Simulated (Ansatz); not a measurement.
# Rh: the crystal squeezed far

Aim: compress Rh (diamond type) step by step, far beyond the usual range, and follow pressure and electronic structure. The runs shown use PAW. Its runs: cell relaxed at zero pressure (PAW); volume scaled by 1 (PAW); volume scaled by 0.88 (PAW); volume scaled by 0.78 (PAW); volume scaled by 0.68 (PAW); volume scaled by 0.58 (PAW); volume scaled by 0.5 (PAW); volume scaled by 0.43 (PAW and PAW (core large)).

Method: DFT PBE, with the methods named in each step, in Ansatz 0.2.0.

1 further run of the same task is left out (it didn't finish). Runs told in other sessions of the task aren't counted.

## (1) The structure to begin with

It takes space group Fd-3m (No. 227, cubic). The conventional cell has a = 5.199 Å, b = 5.199 Å, c = 5.199 Å, α = 90.00°, β = 90.00°, γ = 90.00°. Rh (site symmetry -43m) is surrounded by 4 Rh at 2.25 Å.

As a file:

```xyz
2
Lattice="0.0000 2.5993 2.5993 2.5993 0.0000 2.5993 2.5993 2.5993 0.0000" Properties=species:S:1:pos:R:3 pbc="T T T"
Rh   -0.6498   -0.6498   -0.6498
Rh    0.6498    0.6498    0.6498
```

Whether this phase is the stable one at these pressures isn't tested.

Atoms are numbered in the order of the input: Rh1, Rh2.

## (2) Cell relaxed at zero pressure, PAW

Contents of input.yaml:

```yaml
crystal:
  lattice:
    - [0.0, 2.599334149, 2.599334149]
    - [2.599334149, 0.0, 2.599334149]
    - [2.599334149, 2.599334149, 0.0]
  atoms:
    - { symbol: Rh, position: [-0.125, -0.125, -0.125] }
    - { symbol: Rh, position: [0.125, 0.125, 0.125] }
kpoints:
  mp_grid: { grid: [13, 13, 13] }
scf:
  occupations: { method: fermi_dirac, width: 0.05 }
hamiltonian:
  xc: pbe
  pseudopotentials: { kind: paw }
output:
  forces: true
  stress: true
  write_density: true
  write_potential: true
  elf: true
  volumetric_format: npy
relax:
  f_tol: 0.005
  max_steps: 40
  cell: {}
```

The run is started by

```sh
$ ansatz run input.yaml --threads 1 --pin off --max-ram 2048MiB --backend cpu --events-out ev --progress --plain --runs-dir out
```

Further steps of the session: Volume scaled by 1, PAW; Volume scaled by 0.88, PAW; Volume scaled by 0.78, PAW; Volume scaled by 0.68, PAW; Volume scaled by 0.58, PAW; Volume scaled by 0.5, PAW; Volume scaled by 0.43, PAW; Volume scaled by 0.43, PAW (core large).

Q: Predict the outcome of this session. Wanted: PAW pressure at 0.43 of the volume; PAW; fitted bulk modulus at zero pressure.

The runs gave:

| quantity | value |
| --- | --- |
| PAW pressure at 0.43 of the volume | 798.6 GPa |
| PAW (core large) pressure at 0.43 of the volume | 798.6 GPa |
| fitted bulk modulus at zero pressure (PAW) | 143 GPa |
| its pressure derivative | 4.42 |

**Reading.** By PAW the pressure climbs to 799 GPa at 0.43 of the first volume. A third-order Birch-Murnaghan curve fits the range only roughly (B₀ = 143 GPa, B′ = 4.42, misfit at most 9.49 GPa). A fit over so wide a range leans to the high pressures, so B₀ can be off by several per cent. No all-electron run checks these rows here, and frozen cores can fail under such compression. The ions are at rest, and the electrons smeared by 0.05 eV.

At pressures up to 799 GPa the PAW spheres may overlap and frozen cores may not hold, so those PAW values are rough without an all-electron check.
